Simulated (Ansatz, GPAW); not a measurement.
# A Pt chain with an Au atom on top of one atom: relaxation, then transmission at several levels

How well does a Pt chain with an Au atom on top of one atom conduct once its atoms have relaxed, and how much do cheaper levels lose?

Method: Ansatz plane waves; relaxation of the junction with the lead ends held, in the first sound run; inputs show where later runs differ, in GPAW 26.7.0 and Ansatz 0.2.0.

## 1. Starting point

The cell holds 18 atoms: 17 Pt and 1 Au. Cell: a = 9.000 Å, b = 9.000 Å, c = 40.800 Å, α = 90.0°, β = 90.0°, γ = 90.0°. Regions: left lead, 8 atoms (8 Pt); channel, 2 atoms (1 Pt and 1 Au); right lead, 8 atoms (8 Pt). Vacuum lies along a and b. The structure is stacked along c, and the current runs across the ab planes.

## 2. Relaxation

Transmission follows bond lengths closely, so the atoms between the held lead ends are relaxed first, from a slightly shaken start that lets symmetry break.

input.yaml reads:

```yaml
crystal:
  lattice:
    - [9.0, 0.0, 0.0]
    - [0.0, 9.0, 0.0]
    - [0.0, 0.0, 40.8]
  atoms:
    - { symbol: Pt, position: [0.5, 0.5, 0.0294117647] }
    - { symbol: Pt, position: [0.5, 0.5, 0.0882352941] }
    - { symbol: Pt, position: [0.5, 0.5, 0.1470588235] }
    - { symbol: Pt, position: [0.5, 0.5, 0.2058823529] }
    - { symbol: Pt, position: [0.5, 0.5, 0.2647058824] }
    - { symbol: Pt, position: [0.5, 0.5, 0.3235294118] }
    - { symbol: Pt, position: [0.4985588666, 0.4962330108, 0.3828484145] }
    - { symbol: Pt, position: [0.4963072847, 0.5067130519, 0.4418559647] }
    - { symbol: Pt, position: [0.4988024569, 0.5019017191, 0.501184992] }
    - { symbol: Au, position: [0.7735132317, 0.4969224511, 0.5007831424] }
    - { symbol: Pt, position: [0.5017258021, 0.4990681632, 0.5596266163] }
    - { symbol: Pt, position: [0.5016892477, 0.5035874695, 0.6172603683] }
    - { symbol: Pt, position: [0.5, 0.5, 0.6764705882] }
    - { symbol: Pt, position: [0.5, 0.5, 0.7352941176] }
    - { symbol: Pt, position: [0.5, 0.5, 0.7941176471] }
    - { symbol: Pt, position: [0.5, 0.5, 0.8529411765] }
    - { symbol: Pt, position: [0.5, 0.5, 0.9117647059] }
    - { symbol: Pt, position: [0.5, 0.5, 0.9705882353] }
kpoints:
  mp_grid: { grid: [1, 1, 2] }
hamiltonian:
  xc: pbe
scf:
  occupations: { method: fermi_dirac, width: 0.1 }
relax:
  f_tol: 0.03
  max_steps: 80
  constraints: [{ sites: [0, 1, 2, 3, 4, 5, 12, 13, 14, 15, 16, 17] }]
```

Run with:

```sh
ansatz run input.yaml --threads 4 --pin off --max-ram 8192MiB --backend cpu --events-out ev --progress --plain --runs-dir out
```

Numbers of over 12 decimals in the logs are rounded to 6 here.

Output:

```text
Engine: ansatz 0.2.0, aarch64-unknown-linux-gnu
Pseudopotentials: kind: paw
Pseudopotential: Pt, paw, valence charge 18, recommended cutoff 420 eV (normal), Pt.paw.azcp
Pseudopotential: Au, paw, valence charge 19, recommended cutoff 420 eV (normal), Au.paw.azcp
Functional definition: PBE
  parameter kappa = 0.804
  parameter beta = 0.066725
  exchange = pbe_x(kappa = kappa, mu = beta*pi^2/3)
  correlation = pbe_c(beta = beta)
Crystal: 18 atoms, lattice volume = 3304.800 Å³
Basis set: ecut = 420 eV, 64509 PW (Γ), exchange–correlation on 128×128×576 points (8 copies of the dense FFT grid, shifted against one another)
Bands: 195, of which v1, the nominal top of the filled ones, is band 163 counted from 1 (162 counted from 0)
Symmetry: 1 space group operations
Space group: P1 (ITA 1), of the structure as read, at distance tolerance 1.5e-4 Å
k-points: 2
Non-local potential: Pt, projectors of the file, l = 0: 3, l = 1: 2, l = 2: 2, l = 3: 1
Non-local potential: Au, projectors of the file, l = 0: 3, l = 1: 2, l = 2: 2, l = 3: 1
PAW form: soft (Blöchl's): semilocal exchange-correlation on the pseudo side does not see the compensation charge
PAW one-centre angular grid: Pt, 590 points (default); XC on 64 Gauss nodes
PAW one-centre angular grid: Au, 590 points (default); XC on 64 Gauss nodes
Initial density: superposition of atomic densities (neutral atoms: chi_scale 0, normalization atom), corrected by the library's trained network
Initial wavefunctions: pseudopotential atomic-orbital guess
Functional: x = pbe(κ = 0.804, μ = 0.219515), c = pbe(β = 0.066725)
SCF iter   1: F=—  HF=-225995.389827 eV  |F-HF|=—  |Δ(HF+E_count)|=         —  Δρ=6.11e-3  dr2=1.09e1  ethr=1.77e-3  ⟨swp⟩=6.5  Hψ=1442  notcnv=0  defer=13
preconditioner: auto → LDOS  [metal: Δε(μ)=0.060 eV  Ē_g=4.638 eV  σ=0.100 eV  W_gap=0.15  n_scr=364 (ndim 8)  ℏωp=8.7 eV  f_vac=0.765  D(μ)=29.62/eV (n_scr^D=112)  β→1.0]
SCF iter   2: F=—  HF=-225995.129258 eV  |F-HF|=—  |Δ(HF+E_count)|=   2.61e-1  Δρ=2.18e-3  dr2=1.42e-1  ethr=1.77e-3  ⟨swp⟩=2.5  Hψ=469  notcnv=0  defer=25
SCF iter   3: F=—  HF=-225995.162445 eV  |F-HF|=—  |Δ(HF+E_count)|=   3.32e-2  Δρ=1.11e-3  dr2=5.59e-2  ethr=4.36e-5  ⟨swp⟩=2.0  Hψ=730  notcnv=0  defer=25
SCF iter   4: F=—  HF=-225995.149551 eV  |F-HF|=—  |Δ(HF+E_count)|=   1.29e-2  Δρ=2.89e-4  dr2=4.89e-3  ethr=1.72e-5  ⟨swp⟩=2.0  Hψ=777  notcnv=0  defer=25
SCF iter   5: F=—  HF=-225995.151991 eV  |F-HF|=—  |Δ(HF+E_count)|=   2.44e-3  Δρ=1.38e-4  dr2=1.39e-3  ethr=1.51e-6  ⟨swp⟩=2.0  Hψ=583  notcnv=0  defer=25
SCF iter   6: F=—  HF=-225995.151968 eV  |F-HF|=—  |Δ(HF+E_count)|=   2.27e-5  Δρ=5.59e-5  dr2=2.25e-4  ethr=4.26e-7  ⟨swp⟩=2.0  Hψ=511  notcnv=0  defer=25
SCF iter   7: F=—  HF=-225995.151984 eV  |F-HF|=—  |Δ(HF+E_count)|=   1.58e-5  Δρ=2.29e-5  dr2=3.49e-5  ethr=6.93e-8  ⟨swp⟩=2.0  Hψ=649  notcnv=0  defer=25
SCF iter   8: F=-225995.152012 eV  HF=-225995.152013 eV  |F-HF|=1.83e-6  |Δ(HF+E_count)|=   2.94e-5  Δρ=8.59e-6  dr2=4.65e-6  ethr=6.92e-9  ⟨swp⟩=4.0  Hψ=1115  notcnv=0
SCF 1 converged in 8 iterations: F = -225995.152012 eV  dr2 = 4.65e-6
  greatest PAW one-centre occupation: 1.000 electrons in one spin orbital (limit 2), on the Pt atom at site 10 (counted from 0), in its partial waves of l = 0
relax step   1: F+E_penalty+E_count = -225995.15201153 eV  Δ(F+E_penalty+E_count) = +0.000e0 eV  max|allowed force component| = 7.553e-1 eV/Å  Δτ_max = 0.0000 Å  (8 SCF iters, dr2 threshold 2.25e-5 eV, accepted)
Initial density: handed on by an earlier stage of this run
Initial wavefunctions: those handed on with the density
iter 1 solved again at ethr=2.78e-4 eV; its pass at ethr=3.10e-3 eV (dr2=9.04e-1 eV) is discarded
SCF iter   1: F=—  HF=-225995.313757 eV  |F-HF|=—  |Δ(HF+E_count)|=         —  Δρ=4.28e-3  dr2=8.82e-1  ethr=2.78e-4  ⟨swp⟩=1.0  Hψ=1348  notcnv=0  defer=25
preconditioner: auto → LDOS  [metal: Δε(μ)=0.016 eV  Ē_g=4.578 eV  σ=0.100 eV  W_gap=0.04  n_scr=364 (ndim 8)  ℏωp=8.7 eV  f_vac=0.771  D(μ)=28.63/eV (n_scr^D=104)  β→1.0]
SCF iter   2: F=—  HF=-225995.253151 eV  |F-HF|=—  |Δ(HF+E_count)|=   6.06e-2  Δρ=1.69e-3  dr2=1.28e-1  ethr=2.71e-4  ⟨swp⟩=2.0  Hψ=695  notcnv=0  defer=25
SCF iter   3: F=—  HF=-225995.243834 eV  |F-HF|=—  |Δ(HF+E_count)|=   9.32e-3  Δρ=5.16e-4  dr2=1.39e-2  ethr=3.93e-5  ⟨swp⟩=2.0  Hψ=656  notcnv=0  defer=25
SCF iter   4: F=—  HF=-225995.243684 eV  |F-HF|=—  |Δ(HF+E_count)|=   1.50e-4  Δρ=9.83e-5  dr2=6.00e-4  ethr=4.29e-6  ⟨swp⟩=2.0  Hψ=589  notcnv=0  defer=25
SCF iter   5: F=—  HF=-225995.243772 eV  |F-HF|=—  |Δ(HF+E_count)|=   8.72e-5  Δρ=3.90e-5  dr2=1.09e-4  ethr=1.85e-7  ⟨swp⟩=2.0  Hψ=623  notcnv=0  defer=25
SCF iter   6: F=-225995.243839 eV  HF=-225995.243838 eV  |F-HF|=5.69e-7  |Δ(HF+E_count)|=   6.67e-5  Δρ=1.46e-5  dr2=1.49e-5  ethr=1.10e-8  ⟨swp⟩=2.0  Hψ=1272  notcnv=0
SCF 2 converged in 6 iterations: F = -225995.243839 eV  dr2 = 1.49e-5
  greatest PAW one-centre occupation: 1.000 electrons in one spin orbital (limit 2), on the Pt atom at site 6 (counted from 0), in its partial waves of l = 0
relax step   2: F+E_penalty+E_count = -225995.24383896 eV  Δ(F+E_penalty+E_count) = -9.183e-2 eV  max|allowed force component| = 2.516e-1 eV/Å  Δτ_max = 0.1190 Å  (6 SCF iters, dr2 threshold 3.57e-5 eV, accepted)
iter 1 solved again at ethr=1.85e-4 eV; its pass at ethr=3.10e-3 eV (dr2=6.03e-1 eV) is discarded
SCF iter   1: F=—  HF=-225995.558219 eV  |F-HF|=—  |Δ(HF+E_count)|=         —  Δρ=4.46e-3  dr2=6.42e-1  ethr=1.85e-4  ⟨swp⟩=1.0  Hψ=1528  notcnv=0  defer=21
preconditioner: auto → LDOS  [metal: Δε(μ)=0.030 eV  Ē_g=4.586 eV  σ=0.100 eV  W_gap=0.07  n_scr=364 (ndim 8)  ℏωp=8.7 eV  f_vac=0.772  D(μ)=29.57/eV (n_scr^D=112)  β→1.0]
SCF iter   2: F=—  HF=-225995.492422 eV  |F-HF|=—  |Δ(HF+E_count)|=   6.58e-2  Δρ=1.91e-3  dr2=1.79e-1  ethr=1.85e-4  ⟨swp⟩=2.5  Hψ=671  notcnv=0  defer=21
SCF iter   3: F=—  HF=-225995.452846 eV  |F-HF|=—  |Δ(HF+E_count)|=   3.96e-2  Δρ=5.50e-4  dr2=1.90e-2  ethr=5.51e-5  ⟨swp⟩=2.0  Hψ=745  notcnv=0  defer=21
SCF iter   4: F=—  HF=-225995.450834 eV  |F-HF|=—  |Δ(HF+E_count)|=   2.01e-3  Δρ=1.61e-4  dr2=1.91e-3  ethr=5.85e-6  ⟨swp⟩=2.0  Hψ=564  notcnv=0  defer=21
SCF iter   5: F=—  HF=-225995.452868 eV  |F-HF|=—  |Δ(HF+E_count)|=   2.03e-3  Δρ=5.29e-5  dr2=2.01e-4  ethr=5.86e-7  ⟨swp⟩=3.0  Hψ=537  notcnv=0  defer=21
SCF iter   6: F=—  HF=-225995.452914 eV  |F-HF|=—  |Δ(HF+E_count)|=   4.61e-5  Δρ=1.80e-5  dr2=1.94e-5  ethr=6.19e-8  ⟨swp⟩=2.0  Hψ=678  notcnv=0  defer=21
SCF iter   7: F=—  HF=-225995.452918 eV  |F-HF|=—  |Δ(HF+E_count)|=   3.35e-6  Δρ=9.59e-6  dr2=5.93e-6  ethr=1.22e-9  ⟨swp⟩=4.0  Hψ=1245  notcnv=0
[...]
relax step  12: F+E_penalty+E_count = -225995.97432322 eV  Δ(F+E_penalty+E_count) = +1.676e-3 eV  max|allowed force component| = 3.642e-1 eV/Å  Δτ_max = 0.1978 Å  (8 SCF iters, dr2 threshold 4.79e-6 eV, rejected (line search))
relax step  13: F+E_penalty+E_count = -225995.98007023 eV  Δ(F+E_penalty+E_count) = -4.071e-3 eV  max|allowed force component| = 4.212e-2 eV/Å  Δτ_max = 0.0989 Å  (10 SCF iters, accepted)
relax step  14: F+E_penalty+E_count = -225995.98237610 eV  Δ(F+E_penalty+E_count) = -2.306e-3 eV  max|allowed force component| = 8.556e-2 eV/Å  Δτ_max = 0.0975 Å  (10 SCF iters, accepted)
relax step  15: F+E_penalty+E_count = -225995.98285736 eV  Δ(F+E_penalty+E_count) = -4.813e-4 eV  max|allowed force component| = 2.053e-1 eV/Å  Δτ_max = 0.1463 Å  (8 SCF iters, dr2 threshold 2.71e-6 eV, accepted)
relax step  16: F+E_penalty+E_count = -225995.98503915 eV  Δ(F+E_penalty+E_count) = -2.182e-3 eV  max|allowed force component| = 1.035e-2 eV/Å  Δτ_max = 0.0344 Å  (6 SCF iters, dr2 threshold 4.22e-5 eV, accepted)
relax step  17: F+E_penalty+E_count = -225995.98504521 eV  Δ(F+E_penalty+E_count) = -6.061e-6 eV  max|allowed force component| = 9.890e-3 eV/Å  Δτ_max = 0.0000 Å  (4 SCF iters, accepted)
relax step  18: F+E_penalty+E_count = -225995.98553547 eV  Δ(F+E_penalty+E_count) = -4.903e-4 eV  max|allowed force component| = 4.571e-2 eV/Å  Δτ_max = 0.0440 Å  (8 SCF iters, accepted)
relax step  19: F+E_penalty+E_count = -225995.98639911 eV  Δ(F+E_penalty+E_count) = -8.636e-4 eV  max|allowed force component| = 1.109e-1 eV/Å  Δτ_max = 0.0971 Å  (7 SCF iters, dr2 threshold 1.91e-6 eV, accepted)
relax step  20: F+E_penalty+E_count = -225995.98706918 eV  Δ(F+E_penalty+E_count) = -6.701e-4 eV  max|allowed force component| = 7.390e-2 eV/Å  Δτ_max = 0.0236 Å  (5 SCF iters, dr2 threshold 1.23e-5 eV, accepted)
relax step  21: F+E_penalty+E_count = -225995.98803783 eV  Δ(F+E_penalty+E_count) = -9.687e-4 eV  max|allowed force component| = 2.590e-2 eV/Å  Δτ_max = 0.0749 Å  (7 SCF iters, dr2 threshold 2.43e-6 eV, accepted)
relax step  22: F+E_penalty+E_count = -225995.98803918 eV  Δ(F+E_penalty+E_count) = -1.348e-6 eV  max|allowed force component| = 2.577e-2 eV/Å  Δτ_max = 0.0000 Å  (4 SCF iters, accepted)
relax step  23: F+E_penalty+E_count = -225995.98850918 eV  Δ(F+E_penalty+E_count) = -4.700e-4 eV  max|allowed force component| = 5.313e-2 eV/Å  Δτ_max = 0.1024 Å  (10 SCF iters, accepted)
relax step  24: F+E_penalty+E_count = -225995.98875057 eV  Δ(F+E_penalty+E_count) = -2.414e-4 eV  max|allowed force component| = 4.071e-2 eV/Å  Δτ_max = 0.0486 Å  (6 SCF iters, dr2 threshold 2.79e-6 eV, accepted)
relax step  25: F+E_penalty+E_count = -225995.98893152 eV  Δ(F+E_penalty+E_count) = -1.809e-4 eV  max|allowed force component| = 2.217e-2 eV/Å  Δτ_max = 0.0232 Å  (6 SCF iters, dr2 threshold 9.73e-7 eV, accepted)
relax step  26: F+E_penalty+E_count = -225995.98893171 eV  Δ(F+E_penalty+E_count) = -1.913e-7 eV  max|allowed force component| = 2.208e-2 eV/Å  Δτ_max = 0.0000 Å  (3 SCF iters, accepted)
SCF iter   1: F=—  HF=-225995.989369 eV  |F-HF|=—  |Δ(HF+E_count)|=         —  Δρ=5.00e-4  dr2=7.84e-3  ethr=2.48e-5  ⟨swp⟩=4.0  Hψ=772  notcnv=0  defer=21
preconditioner: auto → LDOS  [metal: Δε(μ)=0.037 eV  Ē_g=4.537 eV  σ=0.100 eV  W_gap=0.09  n_scr=364 (ndim 8)  ℏωp=8.7 eV  f_vac=0.772  D(μ)=34.81/eV (n_scr^D=128)  β→1.0]
SCF iter   2: F=—  HF=-225995.988896 eV  |F-HF|=—  |Δ(HF+E_count)|=   4.73e-4  Δρ=3.83e-4  dr2=6.53e-3  ethr=2.41e-6  ⟨swp⟩=3.0  Hψ=770  notcnv=0  defer=21
SCF iter   3: F=—  HF=-225995.986984 eV  |F-HF|=—  |Δ(HF+E_count)|=   1.91e-3  Δρ=4.94e-5  dr2=1.08e-4  ethr=2.01e-6  ⟨swp⟩=2.0  Hψ=664  notcnv=0  defer=21
SCF iter   4: F=—  HF=-225995.987015 eV  |F-HF|=—  |Δ(HF+E_count)|=   3.11e-5  Δρ=2.31e-5  dr2=2.73e-5  ethr=3.33e-8  ⟨swp⟩=2.0  Hψ=666  notcnv=0  defer=21
SCF iter   5: F=—  HF=-225995.989071 eV  |F-HF|=—  |Δ(HF+E_count)|=   2.06e-3  Δρ=9.08e-6  dr2=5.77e-6  ethr=8.40e-9  ⟨swp⟩=2.5  Hψ=567  notcnv=0  defer=21
SCF iter   6: F=—  HF=-225995.989074 eV  |F-HF|=—  |Δ(HF+E_count)|=   2.77e-6  Δρ=4.15e-6  dr2=1.23e-6  ethr=1.78e-9  ⟨swp⟩=2.0  Hψ=545  notcnv=0  defer=21
SCF iter   7: F=—  HF=-225995.989074 eV  |F-HF|=—  |Δ(HF+E_count)|=   2.21e-7  Δρ=2.22e-6  dr2=3.22e-7  ethr=3.80e-10  ⟨swp⟩=2.0  Hψ=541  notcnv=0  defer=21
SCF iter   8: F=-225995.989074 eV  HF=-225995.989074 eV  |F-HF|=4.42e-8  |Δ(HF+E_count)|=   2.95e-8  Δρ=9.77e-7  dr2=7.06e-8  ethr=3.08e-11  ⟨swp⟩=4.0  Hψ=1099  notcnv=0
SCF 27 converged in 8 iterations: F = -225995.989074 eV  dr2 = 7.06e-8
relax step  27: F+E_penalty+E_count = -225995.98907378 eV  Δ(F+E_penalty+E_count) = -1.421e-4 eV  max|allowed force component| = 1.007e-2 eV/Å  Δτ_max = 0.0303 Å  (8 SCF iters, accepted)
SCF converged after 8 iterations
Free energy (F): -225995.989074 eV
Harris-Foulkes:  -225995.989074 eV  (|F-HF|=4.42e-8)
Internal energy: -225994.825788 eV  (E = F + TS)
E sigma→0 (E₀):  -225995.407431 eV
Entropy (-TS):   -1.163285 eV (-64.627 meV/atom)
Fermi energy:    -3.655873 eV
--- Per-component energies (eV) ---
  E_band       = -10620.113056
  E_kinetic    = 11411.522149
  E_local      = -111466.482628  (includes V_loc(G=0)·N_el)
  E_nonlocal   = 3508.203020
  E_hartree    = 48289.375024
  E_xc         = -4622.066772
  E_vxc        = -5341.763314  (∫ρ·V_xc dr)
  E_paw        = -170445.760231  (= ΣΔE_a)
  E_vpaw       = -5310.345435  (= ΣTr[D̂ρ^β])
  E_aug_tail   = 0.004739  (compensation charges beyond the density's cutoff)
  E_ewald      = -2669.621089
  E_smearing   = -1.163285  (= −TS)
  E_closure    = -0.000000  (closes the sum)
  Σ components = -225995.989074   (vs F -225995.989074, Δ=0.00e0)
--- Forces (eV/Å), atoms counted from 1 ---
  atom   1  Pt     0.01954089     0.01347385    -0.00055491
  atom   2  Pt    -0.00810417    -0.00838094    -0.01741525
  atom   3  Pt    -0.03089281    -0.02264259     0.01954528
  atom   4  Pt    -0.01069526     0.00308338     0.05591272
  atom   5  Pt    -0.00014877     0.00314585     0.05390309
  atom   6  Pt     0.03126283     0.01090686     0.65275078
  atom   7  Pt    -0.00279289     0.00095135    -0.00098548
  atom   8  Pt     0.00113736     0.00246702     0.00663525
  atom   9  Pt     0.00629051    -0.00842096    -0.00776981
  atom  10  Au    -0.01007249     0.00570208    -0.00048698
  atom  11  Pt     0.00859808    -0.00023420    -0.00473687
  atom  12  Pt    -0.00507659    -0.00073467     0.00186719
  atom  13  Pt     0.03178064     0.01128344    -0.64836558
  atom  14  Pt    -0.00036791     0.00353349    -0.05340171
  atom  15  Pt    -0.01082342     0.00345384    -0.05533018
  atom  16  Pt    -0.03109119    -0.02243831    -0.01930504
  atom  17  Pt    -0.00808547    -0.00854719     0.01734164
  atom  18  Pt     0.01960742     0.01332360     0.00039692
  max |Σ_I F_I| component: 7.41e-5 eV/Å
--- Relaxed structure (27 steps of the walk, 26 accepted, 0 SCFs on fresh bases) ---
  F+E_penalty+E_count = -225995.98907378 eV   max|allowed force component| = 1.007e-2 eV/Å
  atoms:
    - { symbol: Pt, position: [0.5, 0.5, 0.029412] }
    - { symbol: Pt, position: [0.5, 0.5, 0.0882352941] }
    - { symbol: Pt, position: [0.5, 0.5, 0.1470588235] }
    - { symbol: Pt, position: [0.5, 0.5, 0.205882] }
    - { symbol: Pt, position: [0.5, 0.5, 0.264706] }
    - { symbol: Pt, position: [0.5, 0.5, 0.3235294118] }
    - { symbol: Pt, position: [0.455017, 0.473430, 0.383019] }
    - { symbol: Pt, position: [0.509969, 0.498127, 0.442451] }
    - { symbol: Pt, position: [0.410957, 0.561688, 0.500028] }
    - { symbol: Au, position: [0.617654, 0.372084, 0.500020] }
    - { symbol: Pt, position: [0.509562, 0.498272, 0.557585] }
    - { symbol: Pt, position: [0.454564, 0.474052, 0.617000] }
    - { symbol: Pt, position: [0.5, 0.5, 0.6764705882] }
    - { symbol: Pt, position: [0.5, 0.5, 0.7352941176] }
    - { symbol: Pt, position: [0.5, 0.5, 0.794118] }
    - { symbol: Pt, position: [0.5, 0.5, 0.8529411765] }
    - { symbol: Pt, position: [0.5, 0.5, 0.9117647059] }
    - { symbol: Pt, position: [0.5, 0.5, 0.970588] }
```

The job ended after 8.6 min (4 threads of Arm Neoverse V1, shared host; peak memory 5.3 GiB; 34 min of CPU time).

The steps of the relaxation (22 of 27):

```
step  energy less that of the first step (eV)  largest force component (eV/Å)
   1                                   0.0000                          0.7553
   2                                  -0.0918                          0.2516
   3                                  -0.3009                          0.5053
   5                                  -0.6747                          0.5746
   6                                  -0.7625                          0.2289
   7                                  -0.7988                          0.1697
   8                                  -0.8153                          0.0367
  10                                  -0.8212                          0.0493
  11                                  -0.8240                          0.0692
  12                                  -0.8223                          0.3642
  13                                  -0.8281                          0.0421
  15                                  -0.8308                          0.2053
  16                                  -0.8330                          0.0103
  17                                  -0.8330                          0.0099
  18                                  -0.8335                          0.0457
  20                                  -0.8351                          0.0739
  21                                  -0.8360                          0.0259
  22                                  -0.8360                          0.0258
  23                                  -0.8365                          0.0531
  25                                  -0.8369                          0.0222
  26                                  -0.8369                          0.0221
  27                                  -0.8371                          0.0101
```

Relaxation step 12 was tried and not accepted.

The atoms that moved most (Å):

```
atom      dx      dy      dz  length
Au10  -1.403  -1.124  -0.031   1.797
 Pt9  -0.791   0.538  -0.047   0.958
Pt12  -0.424  -0.266  -0.011   0.501
 Pt7  -0.392  -0.205   0.007   0.442
 Pt8   0.123  -0.077   0.024   0.147
Pt11   0.071  -0.007  -0.083   0.109
```

Final coordinates:

```cif
data_structure
_symmetry_space_group_name_H-M 'P 1'
_symmetry_Int_Tables_number 1
_cell_length_a 9.0000
_cell_length_b 9.0000
_cell_length_c 40.8000
_cell_angle_alpha 90.000
_cell_angle_beta 90.000
_cell_angle_gamma 90.000
_cell_volume 3304.80
loop_
_atom_site_label
_atom_site_type_symbol
_atom_site_fract_x
_atom_site_fract_y
_atom_site_fract_z
_atom_site_occupancy
Pt1 Pt 0.50000 0.50000 0.02941 1
Pt2 Pt 0.50000 0.50000 0.08824 1
Pt3 Pt 0.50000 0.50000 0.14706 1
Pt4 Pt 0.50000 0.50000 0.20588 1
Pt5 Pt 0.50000 0.50000 0.26471 1
Pt6 Pt 0.50000 0.50000 0.32353 1
Pt7 Pt 0.45502 0.47343 0.38302 1
Pt8 Pt 0.50997 0.49813 0.44245 1
Pt9 Pt 0.41096 0.56169 0.50003 1
Au10 Au 0.61765 0.37208 0.50002 1
Pt11 Pt 0.50956 0.49827 0.55758 1
Pt12 Pt 0.45456 0.47405 0.61700 1
Pt13 Pt 0.50000 0.50000 0.67647 1
Pt14 Pt 0.50000 0.50000 0.73529 1
Pt15 Pt 0.50000 0.50000 0.79412 1
Pt16 Pt 0.50000 0.50000 0.85294 1
Pt17 Pt 0.50000 0.50000 0.91176 1
Pt18 Pt 0.50000 0.50000 0.97059 1
```

This step gave:

| Property | Result |
| --- | --- |
| free energy | -225995.9891 eV |
| smearing term TS | 1.163 eV |
| symmetry operations | 1 |

The relaxation lowered the energy of the cell by 0.837 eV.

(Continued in part 2 of 4.)

[Logs are printed without paths, hosts, clocks, repeated set-up lines and the standing remarks that a program may print on its own settings, such as how far it seeks lower states.]

[Hosts, paths, dates, database ids (printed as entryN), source tags and the programs' standing remarks are cut or masked in the printed files.]
